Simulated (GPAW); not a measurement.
# Al2O3 (Corundum) (R-3c) in GPAW: settings compared

The runs below take Al2O3 (Corundum) through single point, with LDA, PBEsol.

All numbers are computed with GPAW 26.7.0; they aren't measurements. Logs are shortened: lines on timing, memory, paths and dates and some standing lists are left out, and cuts for length are marked. The log counts tension as positive stress, the text compression.

**Experimental background.**

“Multi-petahertz electron interference in Cr:Al2O3 solid-state material”, 2018, pmc:5906618 quotes, for a bulk crystal of Al2O3: band gap 8.7 eV (optical).

How close the calculation comes is told below.

## 1. The crystal as given

It takes space group R-3c (No. 167, trigonal). Conventional cell: a = 4.760 Å, b = 4.760 Å, c = 12.996 Å, α = 90.00°, β = 90.00°, γ = 120.00°. Al (site symmetry 3) is surrounded by 6 O at 1.85 to 1.97 Å. O (site symmetry 2) has 4 Al at 1.85 to 1.97 Å as nearest neighbours.

## 2. Single point, LDA

File run.py:

```python
from ase import Atoms
from ase.dft.bandgap import bandgap
from ase.io import write
from ase.units import GPa
from gpaw import GPAW, PW

atoms = Atoms(['Al', 'Al', 'Al', 'Al', 'O', 'O', 'O', 'O', 'O', 'O'],
              cell=[[2.38025, 1.3742379782, 4.3318666667],
                    [-2.38025, 1.3742379782, 4.3318666667],
                    [0.0, -2.7484759565, 4.3318666667]],
              scaled_positions=[[0.85216, 0.85216, 0.85216],
                                [0.64784, 0.64784, 0.64784],
                                [0.14784, 0.14784, 0.14784],
                                [0.35216, 0.35216, 0.35216],
                                [0.05668, 0.75, 0.44332],
                                [0.75, 0.44332, 0.05668],
                                [0.44332, 0.05668, 0.75],
                                [0.94332, 0.25, 0.55668],
                                [0.25, 0.55668, 0.94332],
                                [0.55668, 0.94332, 0.25]],
              pbc=True)

calc = GPAW(mode=PW(600),
            xc='LDA',
            kpts={'size': (6, 6, 6), 'gamma': True},
            occupations={'name': 'fermi-dirac', 'width': 0.05},
            nbands=44,
            convergence={'density': 1e-05, 'energy': 1e-05},
            maxiter=80,
            txt='gpaw.txt')
atoms.calc = calc
energy = atoms.get_potential_energy()
forces = atoms.get_forces()
stress = atoms.get_stress()
calc.write('gs.gpw')
write('result.traj', atoms)
print(f'Energy: {energy:.6f} eV')
print('Forces (eV/A):')
print(forces.round(4))
print('Stress (GPa):', (stress / GPa).round(3))
print('Fermi level:', round(calc.get_fermi_level(), 4), 'eV')
print(f'Gap: {bandgap(calc)[0]:.4f} eV, direct: {bandgap(calc, direct=True)[0]:.4f} eV')
```

Potentials or basis: the program's PAW data sets (release 1.2.1) made for this functional, pw.

Run with:

```bash
> OMP_NUM_THREADS=1 python run.py
```

gpaw.txt:

```text
__  _  _
 | _ |_)|_||  |
 |__||  | ||/\| - 26.7.0

Input parameters:
  mode=PW(ecut=600.0),
  convergence={'density': 1e-05, 'energy': 1e-05},
  kpts=MonkhorstPack(size=(6, 6, 6), gamma=True),
  maxiter=80,
  nbands=44,
  occupations=Occupations(name='fermi-dirac', width=0.05),
  xc=XC(name='LDA')

Diagonalizing LCAO Hamiltonian
Converting LCAO to pw mode

            Al

           OAl
                O
         O     O
        O
            AO

            Al

Atoms  # Å, Bohr magnetons
|   | symbol |         x |         y |         z |    initial magnetic moments |
|---|--------|-----------|-----------|-----------|-----------------------------|
| 0 |     Al |  0.000000 | -0.000000 | 11.074330 | ( 0.0000,  0.0000,  0.0000) |
| 1 |     Al | -0.000000 | -0.000000 |  8.419070 | ( 0.0000,  0.0000,  0.0000) |
| 2 |     Al | -0.000000 | -0.000000 |  1.921270 | ( 0.0000,  0.0000,  0.0000) |
| 3 |     Al | -0.000000 | -0.000000 |  4.576530 | ( 0.0000,  0.0000,  0.0000) |
| 4 |      O | -1.650275 | -0.109884 |  5.414833 | ( 0.0000,  0.0000,  0.0000) |
| 5 |      O |  0.729975 |  1.484122 |  5.414833 | ( 0.0000,  0.0000,  0.0000) |
| 6 |      O |  0.920300 | -1.374238 |  5.414833 | ( 0.0000,  0.0000,  0.0000) |
| 7 |      O |  1.650275 |  0.109884 |  7.580767 | ( 0.0000,  0.0000,  0.0000) |
| 8 |      O | -0.729975 | -1.484122 |  7.580767 | ( 0.0000,  0.0000,  0.0000) |
| 9 |      O | -0.920300 |  1.374238 |  7.580767 | ( 0.0000,  0.0000,  0.0000) |

Unit cell  # Å
| periodic |         x |         y |        z |  lengths |    angles |
|----------|-----------|-----------|----------|----------|-----------|
|      yes |  2.380250 |  1.374238 | 4.331867 | 5.130223 | 55.286671 |
|      yes | -2.380250 |  1.374238 | 4.331867 | 5.130223 | 55.286671 |
|      yes |  0.000000 | -2.748476 | 4.331867 | 5.130223 | 55.286671 |

Number of symmetries: 6
Symmetry operations  # r_c * U_cc + t_c -> r_c
|   | kind |            matrix            |
|---|------|------------------------------|
| 0 |  E   |  1, 0, 0,  0, 1, 0,  0, 0, 1 |
| 1 |  C3  |  0, 1, 0,  0, 0, 1,  1, 0, 0 |
| 2 |  C3  |  0, 0, 1,  1, 0, 0,  0, 1, 0 |
| 3 |  S6  |  0, 0,-1, -1, 0, 0,  0,-1, 0 |
| 4 |  S6  |  0,-1, 0,  0, 0,-1, -1, 0, 0 |
| 5 |  i   | -1, 0, 0,  0,-1, 0,  0, 0,-1 |

BZ-sampling:
  Number of BZ points: 216
  Number of IBZ points: 40

  Monkhorst-Pack size: [6, 6, 6]
  Monkhorst-Pack shift: [0.08333333333333333, 0.08333333333333333, 0.08333333333333333]

K-points  # in reciprocal-cell coordinates
|     |                                coordinates |     weight |
|-----|--------------------------------------------|------------|
|   0 | (  0.00000000,   0.00000000,   0.00000000) | 0.00462963 |
|   1 | (  0.16666667,   0.00000000,  -0.16666667) | 0.02777778 |
|   2 | (  0.16666667,   0.00000000,   0.00000000) | 0.02777778 |
|   3 | (  0.16666667,   0.16666667,  -0.16666667) | 0.02777778 |
|   4 | (  0.16666667,   0.16666667,   0.00000000) | 0.02777778 |
|   5 | (  0.16666667,   0.16666667,   0.16666667) | 0.00925926 |
|   6 | (  0.33333333,  -0.16666667,  -0.33333333) | 0.02777778 |
|   7 | (  0.33333333,  -0.16666667,  -0.16666667) | 0.02777778 |
|   8 | (  0.33333333,  -0.16666667,   0.00000000) | 0.02777778 |
|   9 | (  0.33333333,  -0.16666667,   0.16666667) | 0.02777778 |
| ... |                                            |            |
|  39 | (  0.50000000,   0.50000000,   0.50000000) | 0.00462963 |

Plane wave coefficients: 2873
Cutoff: 600.0 eV

Spin-components: 1 (collinear spins)
Bands:           44
Projectors:      50
Spin-degeneracy: 2
Datatype:        complex128

Density:
  Valence electrons: 48.0
  Components: 1
  Grid points: [30 30 30]
  Charge: 0.0  # |e|

Potential:
  Grid points: [30 30 30]

species:
  Al:
    name:    Aluminium
    Z:       13.0
    valence: 3
    core:    10
    charge:  0.0  # [|e|]
    compensation charges:
      type: gauss
      rc: 0.34  # [Å]
      lmax: 2
    cutoffs:
      filter: 1.91  # [Å]
      core: 2.36  # [Å]
    projectors
    | kind |    occ | energy [eV] | rcut [Å] |
    |------|--------|-------------|----------|
    |   3s |  2.000 |      -7.830 |    1.085 |
    |   3p |  1.000 |      -2.783 |    1.085 |
    |    s |        |      19.382 |    1.085 |
    |    p |        |      24.428 |    1.085 |
    |    d |        |       0.000 |    1.085 |

    Using partial waves for Al as LCAO basis

  O:
    name:    Oxygen
    Z:       8.0
    valence: 6
    core:    2
    charge:  0.0  # [|e|]
    compensation charges:
      type: gauss
      rc: 0.21  # [Å]
      lmax: 2
    cutoffs:
      filter: 1.17  # [Å]
      core: 0.83  # [Å]
    projectors
    | kind |    occ | energy [eV] | rcut [Å] |
    |------|--------|-------------|----------|
    |   2s |  2.000 |     -23.752 |    0.688 |
    |   2p |  4.000 |      -9.195 |    0.598 |
    |    s |        |       3.459 |    0.688 |
    |    p |        |      18.016 |    0.598 |
    |    d |        |       0.000 |    0.619 |

    Using partial waves for O as LCAO basis

Reference energy: -38481.133639  # eV

eigensolver:
  PPCG
  Converge bands: occupied
  niter=2

density mixing:
  MSR1-Mixer
  Pratt-step length: 0.05
  Maximum mixing coefficient: 0.75
  Old densities: 10
  SVD Regularization: 0.005
  Good broyden scale: 1.0
  Trust region scale: 1.0
  Backstep threshold: 4.0
  History deletion threshold: 6.0
  Fourier metric: weight=20.0, sigma=0.015

occupation numbers:
  Fermi-Dirac:
    width: 0.0500  # eV

poisson solver:
  ecut: 4800.0  # eV

xc functional:
  name: None

convergence criteria:
- Maximum integral of absolute [dens]ity change: 1e-05 electrons / valence electron
- Maximum [total energy] change in last 3 cyles: 1e-05 eV / valence electron
- Maximum integral of absolute [eigenst]ate change: 4e-08 eV^2 / valence electron
maximum number of iterations: 80

SCF iterations
|iter     | |      energy | eigst |  dens |
|---------|-|-------------|-------|-------|
|iter:   1| |  -90.475625 | +0.17 |       |
|iter:   2| |  -88.804042 | -1.99 | -0.72 |
|iter:   3| |  -83.656235 | -1.14 | -0.78 |
|iter:   4| |  -83.627844 | -2.91 | -1.36 |
|iter:   5| |  -83.630253 | -3.89 | -1.67 |
|iter:   6| |  -83.630348 | -6.05 | -2.93 |
|iter:   7| |  -83.630358c| -7.01 | -3.37 |
|iter:   8| |  -83.630358c| -7.62c| -4.64 |
|iter:   9| |  -83.630358c| -8.75c| -5.32c|

Converged in 9 steps
Energy contributions relative to reference atoms: (reference = -38481.133639)

Energy contributions:
  Kinetic:          81.957383
  Coulomb:         -71.998924
  Zero:              0.823540
  External:          0.000000
  Xc:              -94.412357
  Entropy:          -0.000000
  Spinorbit:         0.000000
  ----------------------------
  Free energy:     -83.630358
  Extrapolated:    -83.630358

dipole moment: (0.000000, -0.000000, -0.000003)  # |e|*Ang

Fermi level: 7.409
Eigenvalues  # (at kpt = [0.000, 0.000, 0.000])
| band index |      eig [eV] | occ [0-2] |
|------------|---------------|-----------|
|          0 |       -13.123 |     2.000 |
|        ... |               |           |
|         16 |         4.461 |     2.000 |
|         17 |         4.593 |     2.000 |
|         18 |         4.593 |     2.000 |
|         19 |         5.403 |     2.000 |
|         20 |         5.403 |     2.000 |
|         21 |         5.875 |     2.000 |
[... 8 lines left out ...]
|         30 |        18.044 |     0.000 |
|         31 |        18.044 |     0.000 |
|        ... |               |           |
|         43 |        25.432 |     0.000 |

Gap: 6.167 eV
Transition (v -> c):
  (s=0, k=0, n=23, [0.00, 0.00, 0.00]) -> (s=0, k=0, n=24, [0.00, 0.00, 0.00])
No difference between direct/indirect transitions

Forces  # eV/Ang
|        x |        y |        z |
|----------|----------|----------|
|  0.00000 |  0.00000 | -0.04778 |  # Al   0
|  0.00000 | -0.00000 |  0.04778 |  # Al   1
|  0.00000 | -0.00000 |  0.04778 |  # Al   2
|  0.00000 |  0.00000 | -0.04778 |  # Al   3
| -0.06208 | -0.10753 | -0.00001 |  # O    4
| -0.06208 |  0.10753 | -0.00001 |  # O    5
|  0.12417 |  0.00000 | -0.00001 |  # O    6
|  0.06208 |  0.10753 |  0.00001 |  # O    7
|  0.06208 | -0.10753 |  0.00001 |  # O    8
| -0.12417 | -0.00000 |  0.00001 |  # O    9

Stress tensor  # eV/Ang^3
|         x |         y |         z |
|-----------|-----------|-----------|
|  0.057929 | -0.000000 | -0.000000 |
| -0.000000 |  0.057929 |  0.000000 |
| -0.000000 |  0.000000 |  0.061477 |

# Writing to gs.gpw (mode='')
```

Wall time 1.9 min (1 thread of Arm Neoverse V1, shared host); peak memory 0.29 GiB.

Results:

```
Free energy            : -83.6304 eV
Pressure               : -9.5 GPa
Largest force          : 0.124 eV/Å
Band gap on the k mesh : 6.17 eV, direct
```

Forces in eV/Å, atoms in the order of the input:
```
Al   0.000  0.000 -0.048
Al   0.000  0.000  0.048
Al   0.000  0.000  0.048
Al   0.000  0.000 -0.048
O   -0.062 -0.108  0.000
O   -0.062  0.108  0.000
O    0.124  0.000  0.000
O    0.062  0.108  0.000
O    0.062 -0.108  0.000
O   -0.124  0.000  0.000
```

Caveat: the cutoff is short for stress and forces, so pressures can be off by a GPa or more.

## 3. Single point, PBEsol

File run.py:

```python
import spglib
from ase import Atoms
from ase.dft.bandgap import bandgap
from ase.io import read, write
from ase.units import GPa
from gpaw import GPAW, PW, setup_paths

setup_paths.insert(0, '.')

atoms = read('Al2O3.cif')
cell, positions, numbers = spglib.find_primitive(
    (atoms.cell[:], atoms.get_scaled_positions(), atoms.numbers), symprec=1e-4)
atoms = Atoms(numbers, cell=cell, scaled_positions=positions, pbc=True)

calc = GPAW(mode=PW(550),
            xc='PBEsol',
            kpts={'size': (6, 6, 6), 'gamma': True},
            occupations={'name': 'fermi-dirac', 'width': 0.05},
            nbands=44,
            convergence={'density': 1e-05, 'energy': 1e-05},
            maxiter=80,
            txt='gpaw.txt')
atoms.calc = calc
energy = atoms.get_potential_energy()
forces = atoms.get_forces()
stress = atoms.get_stress()
calc.write('gs.gpw')
write('result.traj', atoms)
print(f'Energy: {energy:.6f} eV')
print('Forces (eV/A):')
print(forces.round(4))
print('Stress (GPa):', (stress / GPa).round(3))
print('Fermi level:', round(calc.get_fermi_level(), 4), 'eV')
print(f'Gap: {bandgap(calc)[0]:.4f} eV, direct: {bandgap(calc, direct=True)[0]:.4f} eV')
```

File Al2O3.cif:

```cif
data_Al2O3
_cell_length_a 4.76050000
_cell_length_b 4.76050000
_cell_length_c 12.99560000
_cell_angle_alpha 90.00000000
_cell_angle_beta 90.00000000
_cell_angle_gamma 120.00000000
_space_group_name_H-M_alt 'R-3c'
_space_group_name_Hall '-R 3 2"c'
_space_group_IT_number 167
loop_
_space_group_symop_operation_xyz
'x,y,z'
'-x,-y,-z'
'-y,x-y,z'
'y,-x+y,-z'
'-x+y,-x,z'
'x-y,x,-z'
'y,x,-z+1/2'
'-y,-x,z+1/2'
'x-y,-y,-z+1/2'
'-x+y,y,z+1/2'
'-x,-x+y,-z+1/2'
'x,x-y,z+1/2'
'x+2/3,y+1/3,z+1/3'
'-x+2/3,-y+1/3,-z+1/3'
'-y+2/3,x-y+1/3,z+1/3'
'y+2/3,-x+y+1/3,-z+1/3'
'-x+y+2/3,-x+1/3,z+1/3'
'x-y+2/3,x+1/3,-z+1/3'
'y+2/3,x+1/3,-z+5/6'
'-y+2/3,-x+1/3,z+5/6'
'x-y+2/3,-y+1/3,-z+5/6'
'-x+y+2/3,y+1/3,z+5/6'
'-x+2/3,-x+y+1/3,-z+5/6'
'x+2/3,x-y+1/3,z+5/6'
'x+1/3,y+2/3,z+2/3'
'-x+1/3,-y+2/3,-z+2/3'
'-y+1/3,x-y+2/3,z+2/3'
'y+1/3,-x+y+2/3,-z+2/3'
'-x+y+1/3,-x+2/3,z+2/3'
'x-y+1/3,x+2/3,-z+2/3'
'y+1/3,x+2/3,-z+1/6'
'-y+1/3,-x+2/3,z+1/6'
'x-y+1/3,-y+2/3,-z+1/6'
'-x+y+1/3,y+2/3,z+1/6'
'-x+1/3,-x+y+2/3,-z+1/6'
'x+1/3,x-y+2/3,z+1/6'
loop_
_atom_site_label
_atom_site_type_symbol
_atom_site_symmetry_multiplicity
_atom_site_Wyckoff_symbol
_atom_site_fract_x
_atom_site_fract_y
_atom_site_fract_z
_atom_site_occupancy
Al1 Al 12 c 0.6666666667 0.3333333333 0.1854933333 1
O1 O 18 e 0.9733466667 0.6400133333 0.0833333333 1
```

Potentials or basis: PAW data sets generated in the run's folder for this functional, pw.

Run with:

```bash
> gpaw-setup -f PBEsol Al O
> OMP_NUM_THREADS=1 python run.py
```

Run time: 1.7 min. Hardware: 1 thread of Arm Neoverse V1, shared host; peak memory 0.27 GiB.

These settings aren't checked as converged: the numbers below hold their error.

Results:

```
Free energy            : -78.3078 eV
Pressure               : -8.8 GPa
Largest force          : 0.120 eV/Å
Band gap on the k mesh : 6.10 eV, direct
```

Caveat: the cutoff is short for stress and forces, so pressures can be off by a GPa or more.

## 4. How close it comes

Step 2. Measured gap of Al2O3: 8.7 eV (optical; quoted in “Multi-petahertz electron interference in Cr:Al2O3 solid-state material”, 2018, pmc:5906618). This calculation gives 6.17 eV (-2.53 eV). The value is that of LDA on a finite k mesh, which can miss the band edges, without temperature or zero-point motion. Semilocal functionals fall short of measured gaps as a rule.
